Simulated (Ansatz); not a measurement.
# Al6H: the cost of one run

Method: DFT PBE, scalar-relativistic, plane waves, PAW, in Ansatz 0.2.0.

17 further runs of the same task are left out: 17 set aside as unsound or not needed.

**1. The structure to begin with**

It takes space group Cm (No. 8, monoclinic). Conventional cell: a = 9.897 Å, b = 5.714 Å, c = 22.602 Å, α = 90.00°, β = 90.00°, γ = 90.00°. Al (site symmetry m) has 9 Al at 2.83 to 2.86 Å as nearest neighbours. Al (site symmetry 1) has 9 Al at 2.83 to 2.86 Å as nearest neighbours. Al (site symmetry 1) has 12 Al at 2.83 to 2.86 Å and 1 H at 3.03 Å as nearest neighbours. Around Al (site symmetry m) lie 12 Al at 2.83 to 2.86 Å and 2 H at 3.24 Å. Around Al (site symmetry m) lie 12 Al at 2.83 to 2.86 Å. Around Al (site symmetry 1) lie 1 H at 1.35 Å. Around Al (site symmetry m) lie 9 Al at 2.83 to 2.86 Å and 2 H at 2.94 Å. Only part of the 10 independent sites is listed.

Coordinates:

```xyz
14
Lattice="5.7143 0.0000 0.0000 -2.8572 4.9487 0.0000 0.0000 0.0000 22.6016" Properties=species:S:1:pos:R:3 pbc="T T T"
Al    1.4286    0.8248    4.0000
Al    0.0000    3.2992    4.0000
Al    4.2857    0.8248    4.0000
Al    2.8572    3.2992    4.0000
Al    0.0000    1.6496    6.3009
Al   -1.4286    4.1239    6.3009
Al    2.8572    1.6496    6.3009
Al    1.4286    4.1239    6.3009
Al    0.0000    0.0000    8.6016
Al   -1.4286    2.4744    8.6016
Al    2.8572    0.0000    8.6016
Al    1.4286    2.4744    8.6016
H     0.9691    0.8248    9.0516
H     1.8881    0.8248    9.0516
```

This is the geometry of the first run shown, built on a cell relaxed beforehand with the same method.

**2. The scan**

Atoms count from 1 in the order of the input.

H2 lies flat over one site of a rigid substrate while its bond length and height are varied.

- distance H13-H14: 8 values from 0.650 to 2.650 Å
- height of the H2 axis above the plane of Al9: 9 values from 0.45 to 3.60 Å

Nothing else is relaxed. Points are written as (first, second).

**3. Point (0.919 Å, 0.45 Å)**

A dipole layer in the vacuum cancels the field that periodic copies would set up if the slab's two faces differ.

Input file input.yaml:

```yaml
crystal:
  lattice:
    - [5.7143028096, 0.0, 0.0]
    - [-2.8571514048, 4.948731398, 0.0]
    - [0.0, 0.0, 22.6016424635]
  atoms:
    - { symbol: Al, position: [0.3333333333, 0.1666666667, 0.1769782885] }
    - { symbol: Al, position: [0.3333333333, 0.6666666667, 0.1769782885] }
    - { symbol: Al, position: [0.8333333333, 0.1666666667, 0.1769782885] }
    - { symbol: Al, position: [0.8333333333, 0.6666666667, 0.1769782885] }
    - { symbol: Al, position: [0.1666666667, 0.3333333333, 0.2787817904] }
    - { symbol: Al, position: [0.1666666667, 0.8333333333, 0.2787817904] }
    - { symbol: Al, position: [0.6666666667, 0.3333333333, 0.2787817904] }
    - { symbol: Al, position: [0.6666666667, 0.8333333333, 0.2787817904] }
    - { symbol: Al, position: [0.0, 0.0, 0.3805759903] }
    - { symbol: Al, position: [0.0, 0.5, 0.3805759903] }
    - { symbol: Al, position: [0.5, 0.0, 0.3805759903] }
    - { symbol: Al, position: [0.5, 0.5, 0.3805759903] }
    - { symbol: H, position: [0.2529210739, 0.1666666667, 0.4004860478] }
    - { symbol: H, position: [0.4137455928, 0.1666666667, 0.4004860478] }
basis:
  ecutwfc: 420
kpoints:
  mp_grid: { grid: [6, 6, 1] }
hamiltonian:
  xc: pbe
scf:
  occupations: { method: gaussian, width: 0.1 }
output:
  forces: true
  eigenvalues: true
efield:
  axis: 3
  dipole_correction: true
  ramp_width: 0.04
```

Command:

```sh
$ ansatz run input.yaml --threads 4 --pin off --max-ram 12288MiB --backend cpu --events-out ev --progress --plain --runs-dir out
```

**Question.** How long does this run take on 4 threads of Intel Xeon at 2.60GHz (Ice Lake), shared host, and how much memory does it need?

About 5.2 s, with a peak of 0.96 GiB.
